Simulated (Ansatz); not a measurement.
**ZnO (P6_3mc): the host for defect calculations**

Aim: the runs on the perfect crystal ZnO (P6_3mc) that a defect calculation needs first.

Calculated with Ansatz 0.2.0; plane-wave PAW DFT, r2SCAN; relaxation of the host's cell and atoms; PAW set soft_1, in the first sound run; inputs show where later runs differ.

### Step 1. Starting point

It takes space group P6_3mc (No. 186, hexagonal). The conventional cell has a = 3.237 Å, b = 3.237 Å, c = 5.222 Å, α = 90.00°, β = 90.00°, γ = 120.00°. Zn has 4 O at 1.97 to 1.98 Å nearest. Nearest to O lie 4 Zn at 1.97 to 1.98 Å. Farther neighbours and most contacts between anions are not listed.

### Step 2. Host cell relaxation

Lattice and positions are set free, within the symmetry that the program keeps.

Contents of cell/input.yaml:

```yaml
crystal:
  lattice:
    - [3.237351, 0.0, 0.0]
    - [-1.6186755, 2.8036282, 0.0]
    - [0.0, 0.0, 5.2220613]
  atoms:
    - { symbol: Zn, position: [0.66666667, 0.33333333, 0.5005917] }
    - { symbol: Zn, position: [0.33333333, 0.66666667, 0.0005917] }
    - { symbol: O, position: [0.66666667, 0.33333333, 0.8797183] }
    - { symbol: O, position: [0.33333333, 0.66666667, 0.3797183] }
basis:
  ecutwfc: 500
  xc_grid: 2
hamiltonian:
  xc: r2scan
  pseudopotentials: { kind: paw, azcp: { folder: soft_1 } }
kpoints:
  mp_grid: { grid: [10, 10, 6] }
scf:
  occupations: { method: fixed }
  max_iter: 100
relax:
  f_tol: 0.005
  max_steps: 60
  cell: {}
output:
  forces: true
  stress: true
checkpoint:
  write: "../cell.run"
  compress: false
  write_wavefunctions: false
  write_every: 100000
```

The run is started by

```console
$ ansatz run input.yaml --threads 32 --pin off --max-ram 84787MiB --backend cuda --events-out ev --progress --plain --runs-dir out --max-vram 78GiB
```

Numbers of over 12 decimals in the logs are rounded to 6 here.

The log of the run:

```text
[... repeated set-up lines and file paths are left out, and long positions are rounded to six places ...]
Engine: ansatz 0.2.0, aarch64-unknown-linux-gnu
Pseudopotentials: kind: paw
Pseudopotential: Zn, paw, valence charge 12, recommended cutoff 500 eV (meta_gga), soft_1/Zn.paw.azcp
Pseudopotential: O, paw, valence charge 6, recommended cutoff 500 eV (meta_gga), soft_1/O.paw.azcp
Functional definition: r2SCAN
  parameter k0 = 0.174
  parameter k1 = 0.065
  parameter a1 = 4.9479
  exchange = r2scan_x(k0 = k0, k1 = k1, a1 = a1)
  correlation = r2scan_c
[...]
Crystal: 4 atoms, lattice volume = 47.397 Å³
Basis set: ecut = 500 eV, 1177 PW (Γ), exchange–correlation on 48×48×80 points (8 copies of the dense FFT grid, shifted against one another)
Bands: 22, of which v1, the nominal top of the filled ones, is band 18 counted from 1 (17 counted from 0)
Symmetry: 12 space group operations
Space group: P63mc (ITA 186), of the structure as read, at distance tolerance 3.6e-5 Å
k-points: 56 of 600 (time reversal used)
Non-local potential: Zn, projectors of the file, l = 0: 2, l = 1: 2, l = 2: 3, l = 3: 1
Non-local potential: O, projectors of the file, l = 0: 2, l = 1: 2, l = 2: 1
PAW form: soft (Blöchl's): semilocal exchange-correlation on the pseudo side does not see the compensation charge
PAW frozen core: Zn, regenerated for the run's functional (the file was generated under x = pbe(κ = 0.804, μ = 0.219515), c = pbe(β = 0.066725))
PAW frozen core: O, regenerated for the run's functional (the file was generated under x = pbe(κ = 0.804, μ = 0.219515), c = pbe(β = 0.066725))
PAW one-centre angular grid: Zn, 590 points (default); XC on 160 Gauss nodes
PAW one-centre angular grid: O, 302 points (default); XC on 160 Gauss nodes
Initial density: superposition of atomic densities (chi_scale 0.1, normalization cell, long waves kept (reshape's long-wave potential 0.00 eV rms))
Initial wavefunctions: pseudopotential atomic-orbital guess
[...]
Functional: x = r2scan, c = r2scan; τ floored in thin density (d = 2e-4 eV/Å³)
SCF iter   1: F=—  HF=-7790.854318 eV  |Δ(HF+E_count)|=         —  Δρ=1.24e-1  dr2=3.83e0  dr2_τ=8.62e-2  Hψ=5795
preconditioner: auto → Resta (q_TF=auto, 2.606 Å⁻¹)  ε∞=5.7  [insulator: Δε(μ)=1.673 eV  Ē_g=14.865 eV  n_scr=22 (ndim 8)  ℏωp=32.4 eV  f_vac=0.000  ε∞_Penn≈5.7]
SCF iter   2: F=—  HF=-7789.894420 eV  |Δ(HF+E_count)|=   9.60e-1  Δρ=3.01e-2  dr2=3.59e-1  dr2_τ=1.73e-2  Hψ=2858
[...]
SCF iter   9: F=-7789.864603 eV  HF=-7789.864603 eV  |Δ(HF+E_count)|=   1.92e-7  Δρ=7.76e-6  dr2=2.11e-8  dr2_τ=1.17e-9  Hψ=5592
SCF 1 converged in 9 iterations: F = -7789.864603 eV  dr2 = 2.11e-8
  greatest PAW one-centre occupation: 0.987 electrons in one spin orbital (limit 2), on the Zn atom at site 1 (counted from 0), in its partial waves of l = 2
relax step   1: F+E_penalty+E_count = -7789.86460267 eV  Δ(F+E_penalty+E_count) = +0.000e0 eV  max|allowed force component| = 6.085e-3 eV/Å  Δτ_max = 0.0000 Å  P = -0.498 GPa  Ω = 47.397 Å³  (9 SCF iters, dr2 threshold 1.00e-7 eV, accepted)
[... the SCF cycles and remarks between the steps are left out from here to the last step ...]
relax step   2: F+E_penalty+E_count = -7789.86489065 eV  Δ(F+E_penalty+E_count) = -2.880e-4 eV  max|allowed force component| = 6.223e-3 eV/Å  Δτ_max = 0.0004 Å  P = -0.235 GPa  Ω = 47.313 Å³  energy of the carried Pulay correction = +8.119e-5 eV  (4 SCF iters, dr2 threshold 4.00e-7 eV, accepted)
relax step   3: F+E_penalty+E_count = -7789.86502876 eV  Δ(F+E_penalty+E_count) = -1.381e-4 eV  max|allowed force component| = 4.030e-3 eV/Å  Δτ_max = 0.0005 Å  P = +0.006 GPa  Ω = 47.236 Å³  energy of the carried Pulay correction = +1.552e-4 eV  (5 SCF iters, dr2 threshold 1.38e-7 eV, accepted)
[...]
iter 1 solved again at ethr=1.13e-7 eV; its pass at ethr=3.10e-3 eV (dr2=4.05e-5 eV) is discarded
SCF iter   1: F=—  HF=-7789.864732 eV  |Δ(HF+E_count)|=         —  Δρ=2.14e-5  dr2=8.55e-8  dr2_τ=2.85e-8  Hψ=9381
[...]
SCF iter   2: F=—  HF=-7789.864841 eV  |Δ(HF+E_count)|=   1.08e-4  Δρ=1.48e-5  dr2=3.94e-8  dr2_τ=2.81e-9  Hψ=2292
SCF iter   3: F=—  HF=-7789.864841 eV  |Δ(HF+E_count)|=   1.30e-9  Δρ=2.55e-6  dr2=1.34e-9  dr2_τ=4.12e-10  Hψ=1977
SCF iter   4: F=—  HF=-7789.864841 eV  |Δ(HF+E_count)|=   2.51e-9  Δρ=1.02e-6  dr2=3.87e-10  dr2_τ=4.37e-11  Hψ=2128
SCF iter   5: F=—  HF=-7789.864841 eV  |Δ(HF+E_count)|=  2.02e-10  Δρ=6.17e-7  dr2=1.36e-10  dr2_τ=5.83e-12  Hψ=2127
SCF iter   6: F=-7789.864841 eV  HF=-7789.864841 eV  |Δ(HF+E_count)|=  1.29e-10  Δρ=1.91e-7  dr2=1.95e-11  dr2_τ=6.31e-13  Hψ=7044
SCF 4 converged in 6 iterations: F = -7789.864841 eV  dr2 = 1.95e-11
relax step   4: F+E_penalty+E_count = -7789.86484074 eV  Δ(F+E_penalty+E_count) = +1.880e-4 eV  max|allowed force component| = 4.052e-3 eV/Å  Δτ_max = 0.0000 Å  P = +0.006 GPa  Ω = 47.236 Å³  stress off target by 2.33e-2 GPa  SCF on the basis re-selected at this cell (its energy is not comparable with the rows above)  (6 SCF iters)
basis re-selected at this cell: Δ(F+E_penalty+E_count) = +1.880e-4 eV, ΔP = -0.000 GPa vs the last step (what re-selecting the basis moved, of the pressure what is left beyond the Pulay correction that the steps carried, after the strain that the cell walked [...]
SCF converged after 6 iterations
Free energy (F): -7789.864841 eV
Harris-Foulkes:  -7789.864841 eV  (|F-HF|=1.82e-12)
Internal energy: -7789.864841 eV  (E = F + TS)
E sigma→0 (E₀):  -7789.864841 eV
Fermi energy:    6.918175 eV
--- Per-component energies (eV) ---
  E_band       = 47.846821
  E_kinetic    = 629.975706
  E_local      = -4446.295322  (includes V_loc(G=0)·N_el)
  E_nonlocal   = 1767.647354
  E_hartree    = 1676.904727
  E_xc         = -280.241608
  E_vxc        = -304.725094  (∫ρ·V_xc dr)
  E_paw        = -4167.118773  (= ΣΔE_a)
  E_vpaw       = -970.513409  (= ΣTr[D̂ρ^β])
  E_aug_tail   = 0.000657  (compensation charges beyond the density's cutoff)
  E_vtau       = 17.947538  (kinetic-family band-sum trace: ∫τ·v_τ [+ j·A + Jᵃ·Aᵃ] dr)
  E_ewald      = -2970.308465
  E_core_change = -0.429116  (= ΣΔE_core)
  E_smearing   = -0.000000  (= −TS)
  E_closure    = -0.000000  (closes the sum)
  Σ components = -7789.864841   (vs F -7789.864841, Δ=0.00e0)
--- Forces (eV/Å), atoms counted from 1 ---
  atom   1  Zn     0.00000000     0.00000000    -0.00369246
  atom   2  Zn     0.00000000    -0.00000000    -0.00369246
  atom   3  O      0.00000000    -0.00000000     0.00441084
  atom   4  O     -0.00000000     0.00000000     0.00441084
  max |Σ_I F_I| component: 1.44e-3 eV/Å
--- Stress (GPa, compression-positive) ---
       -0.002171      -0.000000      -0.000000
        0.000000      -0.002171      -0.000000
       -0.000000      -0.000000       0.023265
  P = ⅓ Tr σ = 0.0063 GPa (0.063 kbar)
--- Band table (eV; the first three rows and the last of 56) ---
  k-point 0: bands = ["-12.2228", "-11.5049", "1.0669", "1.0669", "1.1205", "1.1882", "1.2735", "1.2735", "2.3282", "2.3282", "2.5355", [... rest cut ...]
  k-point 1: bands = ["-12.1770", "-11.5556", "1.0685", "1.0720", "1.0748", "1.0748", "1.2529", "1.2529", "2.3470", "2.3470", "2.5274", [... rest cut ...]
--- Relaxed structure (3 steps of the walk, 3 accepted, 1 SCFs on fresh bases) ---
  F+E_penalty+E_count = -7789.86484074 eV   max|allowed force component| = 4.052e-3 eV/Å   (the final SCF, on the basis selected at the relaxed cell)
  cell:  # Å, volume = 47.2360 Å³
    - [3.234895, 0.0, 0]
    - [-1.617448, 2.801502, 0]
    - [0.0, 0, 5.212208]
  atoms:
    - { symbol: Zn, position: [0.666667, 0.333333, 0.500418] }
    - { symbol: Zn, position: [0.333333, 0.666667, 0.000418] }
    - { symbol: O, position: [0.666667, 0.333333, 0.879892] }
    - { symbol: O, position: [0.333333, 0.666667, 0.379892] }
```

Wall time 2.2 s (1 × NVIDIA GB200 with 32 threads of Arm Neoverse V2, shared host); peak memory 0.97 GiB.

The steps of the relaxation:

```
step  energy less that of the first step (eV)  largest force component (eV/Å)  pressure (GPa)  volume (Å³)
   1                                   0.0000                          0.0061           -0.50        47.40
   2                                  -0.0003                          0.0062           -0.23        47.31
   3                                  -0.0004                          0.0040            0.01        47.24
  4*                                  -0.0002                          0.0041            0.01        47.24
```

Relaxation steps marked * repeat the geometry before them on a plane-wave basis chosen anew for their cell, so energy and pressure can jump there.

The run keeps the 12 symmetry operations that it works with, so distortions that break them were not tested.

```
conventional cell, symmetrised  before  after  change
                         a (Å)   3.237  3.235  -0.1 %
                         b (Å)   3.237  3.235  -0.1 %
                         c (Å)   5.222  5.212  -0.2 %
              volume (Å³/atom)   11.85  11.81  -0.3 %
```

The relaxed structure:

```xyz
4
Lattice="3.2349 0.0000 0.0000 -1.6174 2.8015 0.0000 0.0000 0.0000 5.2122" Properties=species:S:1:pos:R:3 pbc="T T T"
Zn    1.6175    0.9338    2.6083
Zn    0.0000    1.8677    0.0022
O     1.6175    0.9338    4.5862
O     0.0000    1.8677    1.9801
```

Numbers from this step:

| Quantity | Value |
| --- | --- |
| pressure | 0.006307 GPa |

The cell shrank by 0.3 % in volume.

### Step 3. Dielectric tensors of the host

The response to a uniform electric field gives the electronic dielectric tensor.

This step: plane-wave PAW DFPT, PBEsol; dielectric tensors, Born charges and zone-centre modes of the host; PAW set soft_1 (Ansatz 0.2.0).

Contents of eps/input.yaml:

```yaml
crystal:
  lattice:
    - [3.2348953597, 0.0, 0.0]
    - [-1.6174476799, 2.8015015601, 0.0]
    - [0.0, 0.0, 5.2122082498]
  atoms:
    - { symbol: Zn, position: [0.6666666667, 0.3333333333, 0.5004175113] }
    - { symbol: Zn, position: [0.3333333333, 0.6666666667, 0.0004175113] }
    - { symbol: O, position: [0.6666666667, 0.3333333333, 0.8798924887] }
    - { symbol: O, position: [0.3333333333, 0.6666666667, 0.3798924887] }
basis:
  ecutwfc: 420
hamiltonian:
  xc: pbesol
  pseudopotentials: { kind: paw, azcp: { folder: soft_1 }, xc_functional: pbe }
kpoints:
  mp_grid: { grid: [9, 9, 5] }
scf:
  occupations: { method: fixed }
  max_iter: 100
phonons:
  method: dfpt
  dielectric: true
  rigid_motions: translations
```

The log of the run:

```text
[...]
Crystal: 4 atoms, lattice volume = 47.236 Å³
Basis set: ecut = 420 eV, 941 PW (Γ), exchange–correlation on 48×48×72 points (8 copies of the dense FFT grid, shifted against one another)
Bands: 22, of which v1, the nominal top of the filled ones, is band 18 counted from 1 (17 counted from 0)
Symmetry: 12 space group operations
k-points: 115 of 405 (irreducible under 2 space group operations, time reversal used)
[...]
SCF iter   1: F=—  HF=-7685.185201 eV  |Δ(HF+E_count)|=         —  Δρ=1.10e-1  dr2=3.03e0  Hψ=11917
[...]
SCF iter   2: F=—  HF=-7684.362580 eV  |Δ(HF+E_count)|=   8.23e-1  Δρ=2.22e-2  dr2=2.12e-1  Hψ=5756
[...]
SCF iter  11: F=-7684.261888 eV  HF=-7684.261888 eV  |Δ(HF+E_count)|=  2.80e-10  Δρ=2.58e-7  dr2=2.54e-11  Hψ=15663
SCF 1 converged in 11 iterations: F = -7684.261888 eV  dr2 = 2.54e-11
[...]
the response reads at least the filled bands of the reference SCF and the lowest empty band at each k-point, and that SCF's band table does not vouch for those bands. The notice of the band table in this run's record says why
[...]
NSCF: frozen V_eff on 1 k-points
[...]
NSCF: frozen V_eff on 36 k-points, pencils in batches of 32, up to order 88
[...]
DFPT response loops at q = (0, 0, 0) (fractional): preconditioner auto → Resta (q_TF=auto, 2.608 Å⁻¹)  ε∞=9.3 (no band partly filled); β = 1.00, the filter's whole step (`scf.mixing.beta` (0.50) is not read by the response loops at its default; [...]
[...]
DFPT response loops at Γ: preconditioner auto → Resta (q_TF=auto, 2.608 Å⁻¹)  ε∞=9.3 (no band partly filled); β = 1.00, the filter's whole step (`scf.mixing.beta` (0.50) is not read by the response loops at its default; [...]
── the response to a field inside a basis, on 14×14×8 k-points: an SCF that follows is theirs, and a resumed run solves both again ──
[...]
Bands: 19, of which v1, the nominal top of the filled ones, is band 18 counted from 1 (17 counted from 0)
k-points: 224
[...]
Eigensolver: Dense (224 Hₖ)
SCF iter   1: F=—  HF=-7684.261032 eV  |Δ(HF+E_count)|=         —  Δρ=4.01e-4  dr2=1.54e-5
[...]
SCF iter   5: F=-7684.261030 eV  HF=-7684.261030 eV  |Δ(HF+E_count)|=   9.60e-8  Δρ=1.30e-5  dr2=3.27e-8
SCF 1 converged in 5 iterations: F = -7684.261030 eV  dr2 = 3.27e-8
[...]
WARN: field response: ε∞ stands inside a basis, on 14×14×8 points; [...]
SCF converged after 11 iterations
Free energy (F): -7684.261888 eV
[...]
Internal energy: -7684.261888 eV  (E = F + TS)
E sigma→0 (E₀):  -7684.261888 eV
Fermi energy:    7.140223 eV
[...]
--- Band table (eV; the first three rows and the last of 115) ---
[...]
--- Phonons (Γ-DFPT): 4 representative perturbations + reference (Σ response iterations 24) ---
  k mesh reduced under 2 symmetry operations, with k and −k counted as one. Each operation leaves every solved perturbation unchanged. A smaller set is not considered because the run solves the response to a homogeneous field
  ASR residual: 2.055e-4 → 0.000e0 eV/Å²; symmetrization residual: 2.175e-9 eV/Å²
  ASR residual per site (eV/Å²): 8.71e-5 8.71e-5 2.05e-4 2.05e-4
  Γ frequencies (cm⁻¹): 0.00 0.00 0.00 88.84 88.84 250.56 366.77 387.32 387.32 419.01 419.01 528.47
  ε∞ (high-frequency dielectric tensor):
        5.303922     0.000000    -0.000000
        0.000000     5.303922     0.000000
       -0.000000     0.000000     5.342954
  ε⁰ (static dielectric tensor: ions relaxed, cell fixed):
       10.108048     0.000000    -0.000000
        0.000000    10.108048    -0.000000
       -0.000000    -0.000000    10.971661
  ε⁰ − ε∞ (ionic part):
        4.804126    -0.000000    -0.000000
       -0.000000     4.804126    -0.000000
       -0.000000    -0.000000     5.628707
  softest optical mode at Γ: 88.84 cm⁻¹; the repairs (sum rule, projections) moved no ω² at Γ by more than (1.87 cm⁻¹)²
  Born effective charges Z* (e; rows j = field, columns β = displacement):
    site 0:
         2.10864   -0.00000   -0.00000
         0.00000    2.10864    0.00000
        -0.00000    0.00000    2.16135
    site 1:
         2.10864   -0.00000   -0.00000
         0.00000    2.10864   -0.00000
        -0.00000   -0.00000    2.16135
    site 2:
        -2.10864    0.00000    0.00000
        -0.00000   -2.10864   -0.00000
         0.00000    0.00000   -2.16135
    site 3:
        -2.10864    0.00000    0.00000
        -0.00000   -2.10864   -0.00000
         0.00000   -0.00000   -2.16135
  Z* charge neutrality: 1.723e-3 e pre-enforcement
  solved inside a basis spanned on kpoints, on 14×14×8 k-points transformed towards the longest dipole: ε∞ is read to err by 1.7e-2, Z* by 1.3e-2 e (field_mesh: kpoints solves on kpoints); Z* is corrected for what the basis lacks
  optical modes at Γ without the LO–TO term, one row a degenerate level:
      ω (cm⁻¹)  modes    IR ((D/Å)²/amu)
         88.84      2             0.0000
        250.56      1             0.0000
        366.77      1            16.7694
        387.32      2            31.9230
        419.01      2             0.0000
        528.47      1             0.0000
  optical modes at Γ + LO–TO along q̂ = [1.0000, 0.0000, 0.0000]:
      ω (cm⁻¹)  modes    IR ((D/Å)²/amu)
         88.84      2             0.0000
        250.56      1             0.0000
        366.77      1            16.7694
        387.32      1            15.9615
        419.01      2             0.0000
        528.47      1             0.0000
        534.70      1            15.9615
  optical modes at Γ + LO–TO along q̂ = [0.0000, 1.0000, 0.0000]:
      ω (cm⁻¹)  modes    IR ((D/Å)²/amu)
         88.84      2             0.0000
        250.56      1             0.0000
        366.77      1            16.7694
        387.32      1            15.9615
        419.01      2             0.0000
        528.47      1             0.0000
        534.70      1            15.9615
  optical modes at Γ + LO–TO along q̂ = [0.0000, 0.0000, 1.0000]:
      ω (cm⁻¹)  modes    IR ((D/Å)²/amu)
         88.84      2             0.0000
        250.56      1             0.0000
        387.32      2            31.9230
        419.01      2             0.0000
        525.58      1            16.7694
        528.47      1             0.0000
```

It took 9.2 s on 1 × NVIDIA GB200 with 32 threads; peak memory 2.3 GiB.

The column dr2 measures how far the density is from self-consistency, as an energy; F and HF (Harris–Foulkes) agree once it is small.

Electronic dielectric tensor:

```
5.30 0.00 0.00
0.00 5.30 0.00
0.00 0.00 5.34
```

Static dielectric tensor:

```
10.11  0.00  0.00
 0.00 10.11  0.00
 0.00  0.00 10.97
```

The principal values of the electronic dielectric tensor are 5.30, 5.30 and 5.34. The principal values of the static dielectric tensor are 10.11, 10.11 and 10.97.

(Part 1 of 3 ends here.)

[Logs are printed without paths, hosts, clocks, repeated set-up lines and the standing remarks that a program may print on its own settings, such as how far it seeks lower states.]

[Hosts, paths, dates, database ids (printed as entryN), source tags and the programs' standing remarks are cut or masked in the printed files.]

[Runs of the host that timed out are not shown.]

[For some hosts the program warned that the k-mesh of the response run may be too coarse for force constants and the static dielectric constant; such warnings are not always shown.]
